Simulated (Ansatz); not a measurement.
## Ge: single point with PBEsol

Crystal: Ge.

```
CELL_PARAMETERS angstrom
5.93000 0.00000 0.00000
0.00000 5.93000 0.00000
0.00000 0.00000 6.98000
ATOMIC_POSITIONS crystal
Ge 0.37955 0.17300 0.75066
Ge 0.32695 0.87291 0.49431
Ge 0.62407 0.83734 0.24885
Ge 0.67054 0.11862 0.99765
Ge 0.87510 0.33745 0.50435
Ge 0.83039 0.62692 0.75362
Ge 0.12915 0.66748 0.99939
Ge 0.16225 0.36910 0.24901
Ge 0.56623 0.42259 0.24923
Ge 0.92376 0.92416 0.49726
Ge 0.42605 0.58232 0.74732
Ge 0.07567 0.07141 0.99336
```

This isn't the form of Ge at room conditions, which is diamond.

The cell isn't the ideal one: atoms moved at random, drawn with an rms of 0.05 Å.

```yaml
Program: Ansatz 0.2.0
Task: single point
Functional: PBEsol
Potentials_or_basis: Ansatz PAW
Cutoff: "420 eV (not typed: the program's choice for these potentials)"
k_mesh: 5 × 5 × 4
Occupations: fermi-dirac, width 0.05 eV
Spin: no spin polarisation
```

The pressure is 0.5 GPa and the largest force is 1.175 eV/Å. The band gap on the k mesh is 0.60 eV, indirect (least direct gap 0.62 eV).

Forces on the atoms (eV/Å):
```
Ge  -0.435 -0.506 -0.272
Ge   0.490 -0.001  0.362
Ge   0.225 -0.316  0.201
Ge  -0.375  0.652  0.138
Ge  -0.467 -0.084 -0.401
Ge   0.449  0.461 -0.166
Ge   0.256 -0.403 -0.041
Ge  -0.329 -0.249 -0.222
Ge   1.093 -0.425  0.063
Ge  -0.817 -0.408  0.169
Ge  -0.774  0.425  0.025
Ge   0.685  0.854  0.145
```

Stress tensor (GPa, compression positive):
```
 1.65 -0.07 -0.14
-0.07  0.41 -0.25
-0.14 -0.25 -0.52
```

Levels at points of the mesh, in eV from the valence-band top:
```
            k point  band 81  band 82  band 83  band 84  band 85  band 86  band 87  band 88
 (0.00, 0.00, 0.00)    -0.89    -0.86    -0.83    -0.10     1.36     1.41     1.52     2.36
(0.00, 0.00, -0.50)    -1.21    -1.05    -0.65    -0.58     0.82     0.85     1.41     1.46
```

Run time: 31 s on 4 threads of Intel(R) Xeon(R) Platinum 8375C CPU @ 2.90GHz (Ice Lake) (shared host), peak memory 1.4 GiB.

Caveat: odd divisions of the mesh miss points on the zone boundary, where band edges often lie, so the gap on the mesh can be too wide; the PAW data sets come from PBE, with cores solved anew for the run's functional, which leaves a small shift of forces and pressure. A k mesh can miss the band edges.
